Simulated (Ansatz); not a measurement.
**Deforming KF**

```xyz
2
Lattice="0.0000 2.7099 2.7099 2.7099 0.0000 2.7099 2.7099 2.7099 0.0000" Properties=species:S:1:pos:R:3 pbc="T T T"
K     0.0000    0.0000    0.0000
F     2.7099    2.7099    2.7099
```

Atom numbers follow the list: K1, F2.

The conventional cell has a = 5.420 Å, b = 5.420 Å, c = 5.420 Å, α = 90.00°, β = 90.00°, γ = 90.00°. Around K (atom 1) lie 6 F at 2.71 Å. F (atom 2) is surrounded by 6 K at 2.71 Å.

The cell was built from the rocksalt type and relaxed in the same program, and has space group Fm-3m; it needn't be a known or the stable phase.

All numbers below come from DFT, PBE, all-electron LAPW, scalar-relativistic (Ansatz 0.2.0).

Sampling and basis: a Γ-centred 16×16×16 k mesh, Fermi–Dirac smearing of 0.08 eV, basis error target 1 meV/atom, no spin polarisation.

The unchanged cell is at 0.02 GPa.

Semilocal functionals give too small gaps.

x, y and z are the Cartesian axes of the cell as listed; fractional coordinates follow a strain, and an engineering shear is twice the off-diagonal strain component.

(1) One change gave: energy change under 1 meV/atom; stress change (xx, yy, zz, yz, xz, xy) 0.00, 0.00, 0.00, 0.00, 0.00, -0.14 GPa, compression positive; gap on the k mesh 5.96 → 5.95 eV. Which change was it?
A. atom 1 (K) moved by (0.0000, 0.0000, 0.1200) Å
B. xy engineering shear strain of +1 %
C. equal xy, yz and zx engineering shear strains of -3 %

Answers

(1) B. For equal xy, yz and zx engineering shear strains of -3 %: energy change +2 meV/atom; stress change (xx, yy, zz, yz, xz, xy) -0.01, -0.01, -0.01, 0.38, 0.38, 0.38 GPa, compression positive; gap on the k mesh 5.96 → 5.93 eV. For atom 1 (K) moved by (0.0000, 0.0000, 0.1200) Å: energy change +5 meV/atom; stress change (xx, yy, zz, yz, xz, xy) -0.03, -0.03, 0.59, 0.00, 0.00, 0.00 GPa, compression positive; change of the force on K1 (0.000, 0.000, -0.164) eV/Å; gap on the k mesh 5.96 → 5.96 eV.
